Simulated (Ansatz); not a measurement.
Review of an SCF result for Fe

We look at Fe: a measured crystal structure (space group Fm-3m, primitive cell doubled), with 2 atoms per cell. Source: COD entry 9012706; it may be a high-temperature, high-pressure or metastable form.

Computed with DFT, PBE, PAW, plane waves, scalar-relativistic (Ansatz development build ahead of 0.2.0).

```yaml
crystal:
  lattice:
    - [0.0, 1.8195, 1.8195]
    - [1.8195, 0.0, 1.8195]
    - [3.639, 3.639, 0.0]
  atoms:
    - { symbol: Fe, position: [0.0, 0.0, 0.0], spin: 0.8 }
    - { symbol: Fe, position: [0.0, 0.0, 0.5], spin: 0.8 }
magnetization:
  spin_polarized: true
hamiltonian:
  xc: pbe
  pseudopotentials: { kind: paw }
basis:
  ecutwfc: 420
kpoints:
  mp_grid: { grid: [12, 12, 6] }
scf:
  occupations: { method: fermi_dirac, width: 0.05 }
  lower_state_search: "off"
output:
  forces: true
  stress: true
```

Time: 7 s on 2 threads of x86-64 server CPU (shared host), peak memory 0.4 GiB.

The end of the output:

```
SCF converged after 33 iterations
Magnetization: 5.1234 μB (18.5617 up, 13.4383 down)
Absolute magnetization: 5.3470 μB (∫|ρ↑−ρ↓|, with the PAW one-centre terms)
Spin contamination: 0.0885 ħ² per cell (⟨S²⟩ above its minimum at these occupations)
Per-site moments (μB) at R_I (Å): [(2.6067, 1.0614), (2.6067, 1.0614)]
Free energy (F): -8960.651428 eV
Harris-Foulkes:  -8960.651428 eV  (|F-HF|=3.87e-9)
Internal energy: -8960.630476 eV  (E = F + TS)
E sigma→0 (E₀):  -8960.640952 eV
Entropy (-TS):   -0.020953 eV (-10.476 meV/atom)
Fermi energy:    17.471086 eV
--- Forces (eV/Å), atoms counted from 1 ---
  atom   1  Fe     0.00000000    -0.00000000     0.00000000
  atom   2  Fe    -0.00000000     0.00000000    -0.00000000
--- Stress (GPa, compression-positive) ---
       -0.751088      -0.000000       0.000000
       -0.000000      -0.751088       0.000000
        0.000000       0.000000      -0.751088
  P = ⅓ Tr σ = -0.7511 GPa (-7.511 kbar)
```

Site moments are taken inside atomic spheres and don't add up to the total.

**Question.** Would you trust this as the ground state? If a lower solution is known, describe it.

**Answer.** No lower state turned up: it is the lowest of 4 states reached by 13 converged runs, and the next lies 69.6 meV/atom higher (antiferromagnetic, site moments Fe1 2.01, Fe2 -2.01 μB, total 0.00 μB per cell, no gap on the k-mesh). That doesn't prove a ground state. This multiple of the primitive cell fits some opposed orders; other multiples fit others. Only collinear orders within this cell were tried; the true ground state may need a larger cell.
